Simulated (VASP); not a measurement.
Write the native input for VASP 6.6.1 that does the following.

* Task: single point
* Functional: PBE
* Potentials or basis: VASP PAW PBE potentials, release 64 (C, Si)
* Cutoff: 520 eV
* k mesh: 6 × 6 × 6
* Occupations: fermi-dirac, width 0.02 eV
* Spin: no spin polarisation
* Dipole correction: no
* Further INCAR settings: ALGO = Normal; EDIFF = 1e-06; NBANDS = 16

The structure of Si3C lies in POSCAR:

```
Si3C
1.0
    1.6986113246      0.9806937055      5.8709154094
   -1.6986113246      0.9806937055      5.8709154094
    0.0000000000     -1.9613874110      5.8709154094
C Si
1 3
Direct
    0.9989692349     -0.0010307651     -0.0010307651
    0.4966196746      0.4966196746      0.4966196746
    0.3638779033      0.3638779033      0.3638779033
    0.8905331871      0.8905331871      0.8905331871
```

The cell was built by a generator and needn't be a form met in nature.

The input as run:

INCAR

```
ALGO = Normal
EDIFF = 1E-6
ENCUT = 520
GGA = PE
ISIF = 2
ISMEAR = -1
LASPH = T
LCHARG = T
LELF = T
LREAL = F
LVHAR = T
LWAVE = F
NBANDS = 16
NELM = 100
PREC = Accurate
SIGMA = 0.02
```

KPOINTS

```
k-points
0
Gamma
  6 6 6
```

Potentials or basis: VASP PAW PBE potentials, release 64 (C, Si).

Launch:

```sh
$ cat potpaw_PBE.64/C/POTCAR potpaw_PBE.64/Si/POTCAR > POTCAR
$ mpirun -np 1 vasp_std > vasp.out
```

It gave:

```yaml
Pressure: 1.9 GPa
Largest_force: 0.116 eV/Å
Band_gap_on_the_k_mesh: none (metal or under the smearing width)
```

Caveat: the k mesh is coarse (spacing up to 0.36 Å⁻¹), so the values aren't converged.

Run time: 52 s on 1 thread of Intel(R) Xeon(R) 6975P-C (Granite Rapids), on a shared host, peak memory 0.3 GiB.
